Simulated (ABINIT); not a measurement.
# Ta (Im-3m) in ABINIT: further runs

Aim: see how the results for Ta move with the level of theory and the settings. Levels: SOGGA, PBEsol, AM05, PW91. Tasks: equation of state, band structure.

Everything below comes from runs of ABINIT 10.8.3 (patched build). Logs are shortened: lines on timing, memory, paths and dates and some standing lists are left out, and cuts for length are marked. The log counts tension as positive stress, the text compression.

**The experiment to reproduce.**

“Pressure effects on the electronic structure and superconductivity of (TaNb)0.67(HfZrTi)0.33 high entropy alloy”, 2019, arxiv:1910.08312 quotes, for a bulk crystal of Ta: bulk modulus 194 GPa.

“Refinement of the equation of state of tantalum”, 2004, arxiv:cond-mat/0403080 quotes, for a bulk crystal of Ta: bulk modulus 194 GPa.

The results are compared with them further down.

**1. The crystal as given**

The structure is cubic, space group Im-3m (No. 229). Conventional cell: a = 3.303 Å, b = 3.303 Å, c = 3.303 Å, α = 90.00°, β = 90.00°, γ = 90.00°. Around Ta (site symmetry m-3m) lie 8 Ta at 2.86 Å.

**2. Equation of state, SOGGA**

run.abi

```
# Datasets: one volume each
ndtset 7
getwfk -1
scalecart1 3*0.9795861087
scalecart2 3*0.9864848297
scalecart3 3*0.9932883884
scalecart4 3*1.0000000000
scalecart5 3*1.0066227096
scalecart6 3*1.0131594038
scalecart7 3*1.0196128224

# Pseudopotentials
pp_dirpath "./"
pseudos "Ta.GGA_PBE-JTH.xml"

# Structure
acell 5.4048073095 5.4048073095 5.4048073095
rprim
    -0.5773502692     0.5773502692     0.5773502692
     0.5773502692    -0.5773502692     0.5773502692
     0.5773502692     0.5773502692    -0.5773502692
ntypat 1
znucl 73
natom 1
typat 1
xred
     0.0000000000     0.0000000000     0.0000000000

# Plane-wave basis
ecut 15.0
pawecutdg 30.0

# k points
kptopt 1
ngkpt 11 11 11
nshiftk 1
shiftk 0.0 0.0 0.0

# Exchange and correlation
ixc -150130

# Bands and occupations
nband 11
occopt 3
tsmear 0.05 eV

# SCF cycle
nstep 100
tolvrs 1.0e-9

# Output
iomode 3
prtwf 1
prtden 0
prteig 0
prtebands 0
enunit 2
```

Potentials or basis: JTH PAW PBE v2.0.

On the command line:

```console
$ abinit run.abi > log 2>&1
```

run.abo:

```text
.Version 10.8.3 of ABINIT
 DATASET    1 : space group Im -3 m (#229); Bravais cI (body-center cubic)
================================================================================
 Values of the parameters that define the memory need for DATASET  1.
     intxc =       0    ionmov =       0      iscf =      17    lmnmax =      18
     lnmax =       6     mgfft =      20  mpssoang =       3    mqgrid =    3001
     natom =       1  nloc_mem =       2    nspden =       1   nspinor =       1
    nsppol =       1      nsym =      48    n1xccc =       1    ntypat =       1
    occopt =       3   xclevel =       2
       mpw =         329          nfft =        8000          nkpt =          56
 PAW method is used; the additional fine FFT grid is defined by:
   mgfftf=        30    nfftf =     27000
================================================================================
================================================================================
[... 71 lines left out ...]
 DATASET    7 : space group Im -3 m (#229); Bravais cI (body-center cubic)
================================================================================
 Values of the parameters that define the memory need for DATASET  7.
     intxc =       0    ionmov =       0      iscf =      17    lmnmax =      18
     lnmax =       6     mgfft =      20  mpssoang =       3    mqgrid =    3001
     natom =       1  nloc_mem =       2    nspden =       1   nspinor =       1
    nsppol =       1      nsym =      48    n1xccc =       1    ntypat =       1
    occopt =       3   xclevel =       2
       mpw =         370          nfft =        8000          nkpt =          56
 PAW method is used; the additional fine FFT grid is defined by:
   mgfftf=        30    nfftf =     27000
================================================================================
================================================================================

--------------------------------------------------------------------------------
------------- Echo of variables that govern the present computation ------------
--------------------------------------------------------------------------------
 -outvars: echo values of preprocessed input variables --------
            acell      5.4048073095E+00  5.4048073095E+00  5.4048073095E+00 Bohr
              amu      1.80947900E+02
             ecut      1.50000000E+01 Hartree
           enunit           2
           getwfk          -1
                       outvar_i_n : Printing only first  50 k-points.
              ixc     -150130
           jdtset        1    2    3    4    5    6    7
                       outvar_i_n : Printing only first  50 k-points.
         kptrlatt       11    0    0      0   11    0      0    0   11
          kptrlen1     5.82392158E+01
          kptrlen2     5.86493646E+01
          kptrlen3     5.90538558E+01
          kptrlen4     5.94528804E+01
          kptrlen5     5.98466196E+01
          kptrlen6     6.02352449E+01
          kptrlen7     6.06189192E+01
            natom           1
            nband          11
           ndtset           7
            ngfft          20      20      20
          ngfftdg          30      30      30
             nkpt          56
            nstep         100
             nsym          48
           ntypat           1
                       prtocc : prtvol=0, do not print more k-points.
           occopt           3
        pawecutdg      3.00000000E+01 Hartree
         pawxcdev           0
           prtden           0
        prtebands           0
           prteig           0
            rprim1    -5.6556430356E-01  5.6556430356E-01  5.6556430356E-01
                       5.6556430356E-01 -5.6556430356E-01  5.6556430356E-01
                       5.6556430356E-01  5.6556430356E-01 -5.6556430356E-01
            rprim2    -5.6954728199E-01  5.6954728199E-01  5.6954728199E-01
                       5.6954728199E-01 -5.6954728199E-01  5.6954728199E-01
                       5.6954728199E-01  5.6954728199E-01 -5.6954728199E-01
            rprim3    -5.7347531844E-01  5.7347531844E-01  5.7347531844E-01
                       5.7347531844E-01 -5.7347531844E-01  5.7347531844E-01
                       5.7347531844E-01  5.7347531844E-01 -5.7347531844E-01
            rprim4    -5.7735026920E-01  5.7735026920E-01  5.7735026920E-01
                       5.7735026920E-01 -5.7735026920E-01  5.7735026920E-01
                       5.7735026920E-01  5.7735026920E-01 -5.7735026920E-01
            rprim5    -5.8117389237E-01  5.8117389237E-01  5.8117389237E-01
                       5.8117389237E-01 -5.8117389237E-01  5.8117389237E-01
                       5.8117389237E-01  5.8117389237E-01 -5.8117389237E-01
            rprim6    -5.8494785453E-01  5.8494785453E-01  5.8494785453E-01
                       5.8494785453E-01 -5.8494785453E-01  5.8494785453E-01
                       5.8494785453E-01  5.8494785453E-01 -5.8494785453E-01
            rprim7    -5.8867373749E-01  5.8867373749E-01  5.8867373749E-01
                       5.8867373749E-01 -5.8867373749E-01  5.8867373749E-01
                       5.8867373749E-01  5.8867373749E-01 -5.8867373749E-01
          spgroup         229
           tolvrs      1.00000000E-09
           tsmear      1.83746611E-03 Hartree
            typat      1
           useylm           1
                       outvars : Printing only first  50 k-points.
            znucl       73.00000

================================================================================

 chkinp: Checking input parameters for consistency, jdtset=   1.

 chkinp: Checking input parameters for consistency, jdtset=   2.

 chkinp: Checking input parameters for consistency, jdtset=   3.

 chkinp: Checking input parameters for consistency, jdtset=   4.
[... 35 lines left out ...]
 getcut : COMMENT -
  Note that boxcut > 2.2 ; recall that boxcut=Gcut(box)/Gcut(sphere) = 2
  is sufficient for exact treatment of convolution.
  Such a large boxcut is a waste : you could raise ecut
  e.g. ecut=   39.610160 Hartrees makes boxcut=2

--- Pseudopotential description ------------------------------------------------
- pspini: atom type   1  psp file is ./Ta.GGA_PBE-JTH.xml
 Pseudopotential format is: paw10
 basis_size (lnmax)=  6 (lmn_size= 18), orbitals=   0   0   1   1   2   2
 Spheres core radius: rc_sph= 2.41973345
 Shapefunction is SIN type: shapef(r)=[sin(pi*r/rshp)/(pi*r/rshp)]**2
 Radius for shape functions =  2.11065461
 Compensation charge density is not taken into account in XC energy/potential

   9.99818744E+02                                ecore*ucvol(ha*bohr**3)
--------------------------------------------------------------------------------

[... 7 lines left out ...]

     iter   Etot(hartree)      deltaE(h)  residm     nres2
 ETOT  1  -57.862261626621    -5.786E+01 1.233E+01 2.636E+00
 ETOT  2  -58.978189599255    -1.116E+00 8.691E-02 1.243E+00
 ETOT  3  -58.972800644543     5.389E-03 1.413E-01 2.658E-01
 ETOT  4  -58.971692128043     1.109E-03 5.134E-03 4.591E-03
 ETOT  5  -58.971802352265    -1.102E-04 2.152E-03 3.186E-03
 ETOT  6  -58.971783963937     1.839E-05 1.873E-03 3.256E-04
 ETOT  7  -58.971783706280     2.577E-07 7.750E-04 3.749E-07
 ETOT  8  -58.971783868749    -1.625E-07 1.294E-03 3.726E-06
 ETOT  9  -58.971783848603     2.015E-08 2.710E-04 8.158E-07
 ETOT 10  -58.971783844843     3.760E-09 4.245E-04 1.102E-07
 ETOT 11  -58.971783844827     1.666E-11 7.926E-05 1.199E-08
[... 1214 lines left out ...]
 Cartesian components of stress tensor (hartree/bohr^3)
  sigma(1 1)=  5.58959240E-04  sigma(3 2)=  0.00000000E+00
  sigma(2 2)=  5.58959240E-04  sigma(3 1)=  0.00000000E+00
  sigma(3 3)=  5.58959240E-04  sigma(2 1)=  0.00000000E+00

-Cartesian components of stress tensor (GPa)         [Pressure= -1.6445E+01 GPa]
- sigma(1 1)=  1.64451486E+01  sigma(3 2)=  0.00000000E+00
- sigma(2 2)=  1.64451486E+01  sigma(3 1)=  0.00000000E+00
- sigma(3 3)=  1.64451486E+01  sigma(2 1)=  0.00000000E+00

== END DATASET(S) ==============================================================
================================================================================

 -outvars: echo values of variables after computation  --------
            acell      5.4048073095E+00  5.4048073095E+00  5.4048073095E+00 Bohr
           etotal1    -5.8971783845E+01
           etotal2    -5.8972269845E+01
           etotal3    -5.8972377824E+01
           etotal4    -5.8972128077E+01
           etotal5    -5.8971568441E+01
           etotal6    -5.8970727086E+01
           etotal7    -5.8969616141E+01
            fcart1    -0.0000000000E+00 -0.0000000000E+00 -0.0000000000E+00
            fcart2    -0.0000000000E+00 -0.0000000000E+00 -0.0000000000E+00
            fcart3    -0.0000000000E+00 -0.0000000000E+00 -0.0000000000E+00
            fcart4    -0.0000000000E+00 -0.0000000000E+00 -0.0000000000E+00
            fcart5    -0.0000000000E+00 -0.0000000000E+00 -0.0000000000E+00
            fcart6    -0.0000000000E+00 -0.0000000000E+00 -0.0000000000E+00
            fcart7    -0.0000000000E+00 -0.0000000000E+00 -0.0000000000E+00
            rprim1    -5.6556430356E-01  5.6556430356E-01  5.6556430356E-01
                       5.6556430356E-01 -5.6556430356E-01  5.6556430356E-01
                       5.6556430356E-01  5.6556430356E-01 -5.6556430356E-01
            rprim2    -5.6954728199E-01  5.6954728199E-01  5.6954728199E-01
                       5.6954728199E-01 -5.6954728199E-01  5.6954728199E-01
                       5.6954728199E-01  5.6954728199E-01 -5.6954728199E-01
            rprim3    -5.7347531844E-01  5.7347531844E-01  5.7347531844E-01
                       5.7347531844E-01 -5.7347531844E-01  5.7347531844E-01
[... 9 lines left out ...]
                       5.8494785453E-01  5.8494785453E-01 -5.8494785453E-01
            rprim7    -5.8867373749E-01  5.8867373749E-01  5.8867373749E-01
                       5.8867373749E-01 -5.8867373749E-01  5.8867373749E-01
                       5.8867373749E-01  5.8867373749E-01 -5.8867373749E-01
           strten1    -2.2715939786E-04 -2.2715939786E-04 -2.2715939786E-04
                       0.0000000000E+00  0.0000000000E+00  0.0000000000E+00
           strten2    -5.8301459863E-05 -5.8301459863E-05 -5.8301459863E-05
                       0.0000000000E+00  0.0000000000E+00  0.0000000000E+00
           strten3     9.1909712426E-05  9.1909712426E-05  9.1909712426E-05
                       0.0000000000E+00  0.0000000000E+00  0.0000000000E+00
           strten4     2.2824110170E-04  2.2824110170E-04  2.2824110170E-04
                       0.0000000000E+00  0.0000000000E+00  0.0000000000E+00
           strten5     3.5008124912E-04  3.5008124912E-04  3.5008124912E-04
                       0.0000000000E+00  0.0000000000E+00  0.0000000000E+00
           strten6     4.5995674933E-04  4.5995674933E-04  4.5995674933E-04
                       0.0000000000E+00  0.0000000000E+00  0.0000000000E+00
           strten7     5.5895923971E-04  5.5895923971E-04  5.5895923971E-04
                       0.0000000000E+00  0.0000000000E+00  0.0000000000E+00
 Calculation completed.
```

It took 44 s on 1 thread of Arm Neoverse V2, shared host; peak memory 0.12 GiB.

What came out:

* Equilibrium volume: 17.57 Å³/atom
* Bulk modulus: 210 GPa
* Pressure derivative of the bulk modulus: 3.8

Energy against volume, from the lowest point:
| volume (Å³/atom) | energy (meV/atom) |
| --- | --- |
| 16.930 | 16.16 |
| 17.290 | 2.94 |
| 17.650 | 0.00 |
| 18.010 | 6.80 |
| 18.371 | 22.02 |
| 18.731 | 44.92 |
| 19.091 | 75.15 |

Caveat: the cutoff is too short for stress, so the log's stress isn't used; pressures at fixed basis lie under the slope of the energies; the PAW data sets were made with another functional, which shifts forces and pressure a little. The run has no spin-orbit coupling, so splittings on Ta are missing.

**3. Equation of state, PBEsol**

run.abi: that of step 2 with these lines changed.

```diff
@@ -16,7 +16,7 @@
 # Structure
-acell 5.4048073095 5.4048073095 5.4048073095
+acell 3*1.0 Angstrom
 rprim
-    -0.5773502692     0.5773502692     0.5773502692
-     0.5773502692    -0.5773502692     0.5773502692
-     0.5773502692     0.5773502692    -0.5773502692
+    -1.6512800000     1.6512800000     1.6512800000
+     1.6512800000    -1.6512800000     1.6512800000
+     1.6512800000     1.6512800000    -1.6512800000
 ntypat 1
@@ -39,3 +39,3 @@
 # Exchange and correlation
-ixc -150130
+ixc -116133
 
@@ -56,2 +56 @@
 prtebands 0
-enunit 2
```

Potentials or basis: JTH PAW PBE v2.0.

On the command line:

```console
$ abinit run.abi > log 2>&1
```

Wall time 35 s (1 thread of Arm Neoverse V2, shared host); peak memory 0.12 GiB.

The run converged. Its results:

* Equilibrium volume: 17.66 Å³/atom
* Bulk modulus: 209 GPa
* Pressure derivative of the bulk modulus: 3.9

Energy against volume, from the lowest point:
```
volume (Å³/atom)  energy (meV/atom)
          16.930              21.04
          17.290               5.31
          17.650               0.00
          18.010               4.67
          18.371              17.86
          18.731              38.82
          19.091              67.17
```

Caveat: the cutoff is too short for stress, so the log's stress isn't used; pressures at fixed basis lie under the slope of the energies; the PAW data sets were made with another functional, which shifts forces and pressure a little. Spin-orbit coupling is left out, which matters for the levels of Ta.

**4. Band structure, AM05, spin-orbit coupling, no magnetisation**

run.abi

```
# Datasets: ground state, then fixed potential
ndtset 2

# Pseudopotentials
pp_dirpath "./"
pseudos "Ta.GGA_PBE-JTH.xml"

# Structure
acell 2.8601008575 2.8601008575 2.8601008575 Angstrom
rprim
    -0.5773502692     0.5773502692     0.5773502692
     0.5773502692    -0.5773502692     0.5773502692
     0.5773502692     0.5773502692    -0.5773502692
ntypat 1
znucl 73
natom 1
typat 1
xred
     0.0000000000     0.0000000000     0.0000000000

# Plane-wave basis
ecut 15.0
pawecutdg 30.0

# Exchange and correlation
ixc -120135

# Bands and occupations
occopt 3
tsmear 0.00183747

# Spin
nspinor 2
nspden 1
pawspnorb 1

# SCF cycle
nstep 100

# Output
iomode 3
prtwf 0
prteig 0
prtebands 0
enunit 1
prtden1 1

# Dataset 1
kptopt1 4
ngkpt1 11 11 11
nshiftk1 1
shiftk1 0.0 0.0 0.0
nband1 22
tolvrs1 1.0e-9

# Dataset 2: bands along G-H-N-G-P-H
iscf2 -2
getden2 1
nband2 30
nbdbuf2 2
tolwfr2 1.0e-12
kptopt2 -5
ndivsm2 5
prteig2 1
kptbounds2
     0.0000000000     0.0000000000     0.0000000000
     0.5000000000    -0.5000000000     0.5000000000
     0.0000000000     0.0000000000     0.5000000000
     0.0000000000     0.0000000000     0.0000000000
     0.2500000000     0.2500000000     0.2500000000
     0.5000000000    -0.5000000000     0.5000000000
```

On the command line:

```console
$ abinit run.abi > log 2>&1
```

Run time: 31 s. Hardware: 1 thread of Arm Neoverse V2, shared host; peak memory 0.1 GiB.

Results (log left out):

| Item | Value |
| --- | --- |
| Free energy | -1607.3300 eV |
| Band gap on the k mesh | none (metal or under the smearing width) |
| Valence electrons inside the program's atomic spheres | Ta 10.67 (radii [1.2805] Å) |

Levels at the corners of the path, in eV from the Fermi level:
```csv
point,band 10,band 11,band 12,band 13,band 14,band 15
Γ,-7.92,0.60,0.60,0.60,0.60,1.02
H,-3.80,-3.80,-3.80,6.66,6.66,6.66
N,-4.37,-1.53,-1.53,1.61,1.61,3.89
Γ,-7.92,0.60,0.60,0.60,0.60,1.02
P,-1.59,-1.02,-1.02,-1.02,-1.02,5.10
H,-3.80,-3.80,-3.80,6.66,6.66,6.66
```

Caveat: the cutoff is too short for stress, so the log's stress isn't used; the PAW data sets were made with another functional, which shifts forces and pressure a little.

[end of part 1 of 2]
